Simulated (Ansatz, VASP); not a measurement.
**Ga: VASP beside Ansatz**

The input INCAR:

```
PREC     = Accurate       # precision mode
ENCUT    = 520            # plane-wave cutoff, eV
EDIFF    = 1E-7           # SCF threshold, eV
ISMEAR   = -1             # smearing method
SIGMA    = 0.05           # smearing width, eV
LREAL    = F              # projectors in reciprocal space
LASPH    = T              # aspherical terms in the spheres
NELM     = 100            # most SCF steps
ALGO     = Fast           # electronic algorithm
ISIF     = 2              # what is computed and relaxed
LWAVE    = F              # write WAVECAR
LCHARG   = T              # write CHGCAR
GGA      = PE             # functional
LELF     = T              # ELF
LVHAR    = T            
NBANDS   = 20             # bands
```

KPOINTS

```
Automatic mesh
0
Gamma
  10 10 8
```

POSCAR

```
Ga
1.0
    1.4203998576     -3.9820175319      0.0000000000
    1.4203998576      3.9820175319      0.0000000000
    0.0000000000      0.0000000000      3.1052879646
Ga
2
Direct
    0.1330000000      0.8670000000      0.7500000000
    0.8670000000      0.1330000000      0.2500000000
```

Contents of input.yaml:

```yaml
crystal:
  lattice:
    - [1.4203998576, -3.9820175319, 0.0]
    - [1.4203998576, 3.9820175319, 0.0]
    - [0.0, 0.0, 3.1052879646]
  atoms:
    - { symbol: Ga, position: [0.133, 0.867, 0.75] }
    - { symbol: Ga, position: [0.867, 0.133, 0.25] }
kpoints:
  mp_grid: { grid: [10, 10, 8] }
scf:
  occupations: { method: fermi_dirac, width: 0.05 }
hamiltonian:
  xc: pbe
  pseudopotentials: { kind: all_electron, lapw: { basis_error: 0.0005 } }
output:
  forces: true
  stress: true
  eigenvalues: true
```

Change from the starting cell: volume scaled by 0.94.

Alike in both runs: task single point; functional PBE; k mesh 10 × 10 × 8; occupations fermi-dirac, width 0.05 eV; no spin polarisation.

```csv
,VASP,Ansatz
version,VASP 6.6.1,Ansatz 0.2.0
potentials or method,"VASP PAW PBE potentials, release 64 (Ga_d)","all-electron LAPW, scalar-relativistic"
plane-wave cutoff (eV),520,see its input
```

|  | VASP | Ansatz | Ansatz less VASP |
| --- | --- | --- | --- |
| gap on the k mesh at the Fermi level (eV) | none | none | - |
| pressure (GPa) | 5.6 | 5.5 | -0.09 |
| largest component of the traceless stress (GPa) | 2.67 | 2.65 | -0.017 |
| rms of the force components (eV/Å) | 0.138 | 0.136 | -0.0014 |

Atom by atom the forces differ by 0.001 eV/Å (rms over components). A gap of «none» marks a metal or a gap that the smearing closes. Ansatz ran all-electron here, so the differences hold the error of VASP's frozen core and of both bases.
